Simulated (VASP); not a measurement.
Level of theory: r2SCAN meta-GGA, VASP's PBE PAW potentials (set 64) (plane waves; VASP).

VASP input:

### KPOINTS
```
Automatic
0
G
 6 6 6
```

POSCAR:
```
CaF2
1
    0.0000000000     2.7267856027     2.7267856027
    2.7267856027     0.0000000000     2.7267856027
    2.7267856027     2.7267856027     0.0000000000
Ca F
1 2
Direct
  0.9816633915   1.0183366085   0.0183366085
  0.2500000000   0.2500000000   0.2500000000
  0.7500000000   0.7500000000   0.7500000000
```

### INCAR
```
# general
SYSTEM   =  CaF2
PREC     =  Accurate
ENCUT    =  600
LREAL    =  F
LASPH    =  T

# electronic loop
EDIFF    =  1E-7
NELM     =  100
ALGO     =  Normal
LMIXTAU  =  T

# smearing
ISMEAR   =  0
SIGMA    =  0.05

# functional
METAGGA  =  R2SCAN

# ions
ISIF     =  2

# output
LWAVE    =  F
LCHARG   =  F
```

POTCAR, in this order: Ca_sv F (PBE.64 set). Program: vasp_std.

Output of the run:

**OUTCAR**
```
 ion  position               nearest neighbor table
   1  0.982  0.018  0.018-   2 2.31   3 2.31   3 2.31   2 2.31   2 2.42   3 2.42   2 2.42   3 2.42
  LATTYP: Found a face centered cubic cell.
 ALAT       =     5.4535712054
 Subroutine PRICEL returns:
 Original cell was already a primitive cell.
 Subroutine GETGRP returns: Found  8 space group operations
The static configuration has the point symmetry C_4v.
The dynamic configuration has the point symmetry C_4v.
 Subroutine INISYM returns: Found  8 space group operations
 Subroutine IBZKPT returns following result:
 Found     30 irreducible k-points:

 Following reciprocal coordinates:
            Coordinates               Weight
  0.000000  0.000000  0.000000      1.000000
  0.166667  0.000000  0.000000      8.000000
  0.333333  0.000000  0.000000      8.000000
  0.500000  0.000000  0.000000      4.000000
  0.166667  0.166667  0.000000      4.000000
  0.000000  0.166667  0.166667      2.000000
  0.333333  0.166667  0.000000     16.000000
  0.000000  0.333333  0.166667      8.000000
  0.500000  0.166667  0.000000     16.000000
  0.000000  0.500000  0.166667      8.000000
 -0.333333  0.166667  0.000000     16.000000
  0.000000 -0.333333  0.166667      8.000000
 -0.166667  0.166667  0.000000      8.000000
  0.000000 -0.166667  0.166667      4.000000
  0.333333  0.333333  0.000000      4.000000
  0.000000  0.333333  0.333333      2.000000
  0.500000  0.333333  0.000000     16.000000
  0.000000  0.500000  0.333333      8.000000
 -0.333333  0.333333  0.000000      8.000000
  0.000000 -0.333333  0.333333      4.000000
  0.500000  0.500000  0.000000      2.000000
  0.000000  0.500000  0.500000      1.000000
  0.500000  0.333333  0.166667      8.000000
  0.166667  0.500000  0.333333      8.000000
  0.333333  0.166667  0.500000      8.000000
 -0.333333  0.333333  0.166667     16.000000
  0.333333  0.166667 -0.333333      8.000000
 -0.333333  0.500000  0.166667      4.000000
  0.166667 -0.333333  0.500000      4.000000
  0.500000  0.166667 -0.333333      4.000000
   k-points           NKPTS =     30   k-points in BZ     NKDIM =     30   number of bands    NBANDS=     16
   number of dos      NEDOS =    301   number of ions     NIONS =      3
   total plane-waves  NPLWV =  32768
   dimension x,y,z NGX =    32 NGY =   32 NGZ =   32
   dimension x,y,z NGXF=    64 NGYF=   64 NGZF=   64
   ions per type =               1   2
   PREC   = accura    normal or accurate (medium, high low for compatibility)
   ISTART =      0    job   : 0-new  1-cont  2-samecut
   ICHARG =      2    charge: 1-file 2-atom 10-const
   ISPIN  =      1    spin polarized calculation?
   LNONCOLLINEAR =      F non collinear calculations
   LSORBIT =      F    spin-orbit coupling
   INIWAV =      1    electr: 0-lowe 1-rand  2-diag
   ENCUT  =  600.0 eV  44.10 Ry    6.64 a.u.   7.70  7.70  7.70*2*pi/ulx,y,z
   NELM   =    100;   NELMIN=  2; NELMDL= -5     # of ELM steps
   EDIFF  = 0.1E-06   stopping-criterion for ELM
   LREAL  =      F    real-space projection
   NLSPLINE    = F    spline interpolate recip. space projectors
   LMAXMIX     =    2 max onsite mixed and CHGCAR
   VOSKOWN=      0    Vosko Wilk Nusair interpolation
   EDIFFG = 0.1E-05   stopping-criterion for IOM
   NSW    =      0    number of steps for IOM
   NBLOCK =      1;   KBLOCK =      1    inner block; outer block
   IBRION =     -1    ionic relax: 0-MD 1-quasi-New 2-CG
   NFREE  =      0    steps in history (QN), initial steepest desc. (CG)
   ISIF   =      2    stress and relaxation
   ISYM   =      2    0-nonsym 1-usesym 2-fastsym
   TEIN   =    0.0    initial temperature
   TEBEG  =    0.0;   TEEND  =   0.0 temperature during run
   SMASS  =  -3.00    Nose mass-parameter (am)
...
```

OSZICAR:
```
       N       E                     dE             d eps       ncg     rms          rms(c)
DAV:   1     0.234039171192E+03    0.23404E+03   -0.15006E+04   960   0.172E+03
DAV:   2    -0.225431368631E+02   -0.25658E+03   -0.25300E+03  1192   0.436E+02
DAV:   3    -0.332723566601E+02   -0.10729E+02   -0.10716E+02  1168   0.975E+01
DAV:   4    -0.337535729511E+02   -0.48122E+00   -0.48103E+00  1584   0.144E+01
DAV:   5    -0.337562610411E+02   -0.26881E-02   -0.26880E-02  1160   0.131E+00    0.703E+00
DAV:   6    -0.261914315719E+02    0.75648E+01   -0.36855E+00  1288   0.192E+01    0.311E+00
DAV:   7    -0.263533729000E+02   -0.16194E+00   -0.24327E+00   960   0.161E+01    0.240E+00
DAV:   8    -0.258123853590E+02    0.54099E+00   -0.63632E-01   960   0.102E+01    0.122E+00
DAV:   9    -0.255120902835E+02    0.30030E+00   -0.56731E-01  1088   0.713E+00    0.123E+00
DAV:  10    -0.259402811418E+02   -0.42819E+00   -0.61856E-01  1088   0.756E+00    0.430E-01
DAV:  11    -0.259158102389E+02    0.24471E-01   -0.14234E-02  1176   0.153E+00    0.381E-01
DAV:  12    -0.259291303069E+02   -0.13320E-01   -0.18092E-02   960   0.149E+00    0.563E-02
DAV:  13    -0.259294404344E+02   -0.31013E-03   -0.17371E-03  1256   0.471E-01    0.237E-02
DAV:  14    -0.259296886530E+02   -0.24822E-03   -0.90183E-05  1344   0.102E-01    0.310E-02
DAV:  15    -0.259291573745E+02    0.53128E-03   -0.75455E-05   976   0.118E-01    0.193E-02
DAV:  16    -0.259297770756E+02   -0.61970E-03   -0.17795E-04   976   0.197E-01    0.959E-03
DAV:  17    -0.259297726474E+02    0.44282E-05   -0.22395E-05  1056   0.538E-02    0.801E-03
DAV:  18    -0.259297797938E+02   -0.71464E-05   -0.48612E-06  1096   0.281E-02    0.449E-03
DAV:  19    -0.259297845672E+02   -0.47735E-05   -0.87308E-07  1184   0.125E-02    0.269E-03
DAV:  20    -0.259297854348E+02   -0.86759E-06   -0.23069E-07   960   0.542E-03    0.159E-03
DAV:  21    -0.259297854033E+02    0.31540E-07   -0.40582E-07   992   0.626E-03
   1 F= -.25929785E+02 E0= -.25929785E+02  d E =-.585179E-25
```

File OUTCAR:
```
------------------------ aborting loop because EDIFF is reached ----------------------------------------
  FORCE on cell =-STRESS in cart. coord.  units (eV):
  Direction    XX          YY          ZZ          XY          YZ          ZX
  --------------------------------------------------------------------------------------
  Total        0.0023570      0.0725164      0.0725164     -0.0000000      0.0000000      0.0000000
  in kB        0.0931278      2.8652582      2.8652582     -0.0000000      0.0000000      0.0000000
  external PRESSURE =       1.9412147 kB  Pullay stress =       0.0000000 kB
  volume of cell :       40.55
      direct lattice vectors                 reciprocal lattice vectors
     0.000000000  2.726785603  2.726785603    -0.183366085  0.183366085  0.183366085
     2.726785603  0.000000000  2.726785603     0.183366085 -0.183366085  0.183366085
     2.726785603  2.726785603  0.000000000     0.183366085  0.183366085 -0.183366085
 POSITION                                       TOTAL-FORCE (eV/Angst)
 -----------------------------------------------------------------------------------
      0.10000      2.72679      2.72679        -0.532019      0.000000      0.000000
      1.36339      1.36339      1.36339         0.266010      0.000000      0.000000
      4.09018      4.09018      4.09018         0.266010     -0.000000     -0.000000
 -----------------------------------------------------------------------------------
    total drift:                               -0.006379     -0.000000     -0.000000
  FREE ENERGIE OF THE ION-ELECTRON SYSTEM (eV)
  ---------------------------------------------------
  free  energy   TOTEN  =       -25.9297854033 eV

  energy  without entropy=      -25.9297854033  energy(sigma->0) =      -25.92978540
```
(Selected blocks of OUTCAR.)

### OUTCAR
```
 val. band max:       -1.5087968151   @ k =   0.5000   0.5000   0.0000

 cond. band min:       6.4466157393   @ k =   0.0000   0.0000   0.0000


 Fermi energy:        -1.1557704734

 k-point     1 :       0.0000    0.0000    0.0000
  band No.  band energies     occupation
      1     -38.7300      2.00000
      2     -22.6081      2.00000
      3     -21.8518      2.00000
      4     -18.7970      2.00000
      5     -18.7969      2.00000
      6     -18.7876      2.00000
      7      -3.6330      2.00000
      8      -3.6296      2.00000
      9      -3.6296      2.00000
     10      -1.7990      2.00000
     11      -1.7872      2.00000
     12      -1.7872      2.00000
     13       6.4466      0.00000
     14       8.5113      0.00000
     15       8.5647      0.00000
     16      10.6583      0.00000

 k-point     2 :       0.1667    0.0000    0.0000
  band No.  band energies     occupation
      1     -38.7212      2.00000
      2     -22.6524      2.00000
      3     -21.9228      2.00000
      4     -18.8076      2.00000
      5     -18.8065      2.00000
      6     -18.6893      2.00000
      7      -3.5369      2.00000
      8      -3.5086      2.00000
      9      -3.3904      2.00000
     10      -2.0824      2.00000
     11      -1.9112      2.00000
     12      -1.9087      2.00000
     13       7.1123      0.00000
     14       8.5630      0.00000
     15       8.6025      0.00000
     16      10.4134      0.00000

 k-point     3 :       0.3333    0.0000    0.0000
  band No.  band energies     occupation
      1     -38.7037      2.00000
      2     -22.6858      2.00000
      3     -22.1264      2.00000
      4     -18.8287      2.00000
      5     -18.8203      2.00000
      6     -18.4846      2.00000
      7      -3.2499      2.00000
      8      -3.2257      2.00000
      9      -2.9812      2.00000
     10      -2.5598      2.00000
     11      -2.1835      2.00000
     12      -2.1826      2.00000
     13       8.3270      0.00000
...
```

The compound is CaF2 in the fluorite structure. This cell was strained or had an atom moved on purpose.
